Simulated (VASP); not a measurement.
## VASP 6.6.1 run: AgCl

INCAR

```
ISMEAR = -1
ISIF = 2
EDIFF = 1E-7
NSW = 0
ENCUT = 520
NBANDS = 16
LREAL = .FALSE.
IBRION = -1
LWAVE = .FALSE.
SIGMA = 0.02
GGA = PE
NELM = 120
LASPH = .TRUE.
PREC = Accurate
LCHARG = .FALSE.
```

KPOINTS

```
KPOINTS created by Atomic Simulation Environment
0
Gamma
6 6 6
0 0 0
```

POSCAR

```
Ag Cl
 1.0000000000000000
     0.0000000000000000    2.8538718852999998    2.6871714188000002
     2.8538718852999998    0.0000000000000000    2.6871714188000002
     2.8538718852999998    2.8538718852999998    0.0000000000000000
 Ag  Cl
   1   1
Cartesian
  0.0000000000000000  0.0000000000000000  0.0000000000000000
  2.8538718852999998  2.8538718852999998  2.6871714188000002
```

The recommended PBE PAW datasets give the neutral cell 18 valence electrons.

Command

```
mpirun -np 1 vasp_std
```

Q: Predict the outcome of this run.

A: It converged. Results: gap between bands v and c on the k mesh 0.77 eV; least direct gap on the k mesh 3.10 eV; pressure 0.6 GPa. Band v is the last that the valence electrons fill when counted band by band, and c is the next.

OSZICAR

```
N       E                     dE             d eps       ncg     rms          rms(c)
DAV:   1     0.988059190594E+02    0.98806E+02   -0.87320E+03   968   0.102E+03
DAV:   2    -0.182920879578E+01   -0.10064E+03   -0.92450E+02  1184   0.219E+02
DAV:   3    -0.555786462474E+01   -0.37287E+01   -0.37207E+01  1176   0.448E+01
DAV:   4    -0.558484331289E+01   -0.26979E-01   -0.26976E-01  1248   0.409E+00
DAV:   5    -0.558520637184E+01   -0.36306E-03   -0.36305E-03  1200   0.468E-01    0.583E+00
DAV:   6    -0.539931954029E+01    0.18589E+00   -0.25787E-01  1224   0.650E+00    0.382E+00
DAV:   7    -0.539505950320E+01    0.42600E-02   -0.95521E-02  1136   0.206E+00    0.194E+00
DAV:   8    -0.539441644794E+01    0.64306E-03   -0.48306E-03  1144   0.709E-01    0.301E-01
DAV:   9    -0.539450049974E+01   -0.84052E-04   -0.49414E-04  1304   0.282E-01    0.405E-02
DAV:  10    -0.539457212203E+01   -0.71622E-04   -0.10483E-04  1128   0.904E-02    0.320E-02
DAV:  11    -0.539457638583E+01   -0.42638E-05   -0.50541E-06  1216   0.157E-02    0.355E-03
DAV:  12    -0.539457645737E+01   -0.71536E-07   -0.45498E-07  1168   0.506E-03
   1 F= -.53945765E+01 E0= -.53945765E+01  d E =-.633592E-10
```

For comparison, a separate PBE run of the intended cell, on usual settings and not on those above, gives a gap of 0.77 eV on its mesh and a pressure of 0.6 GPa.
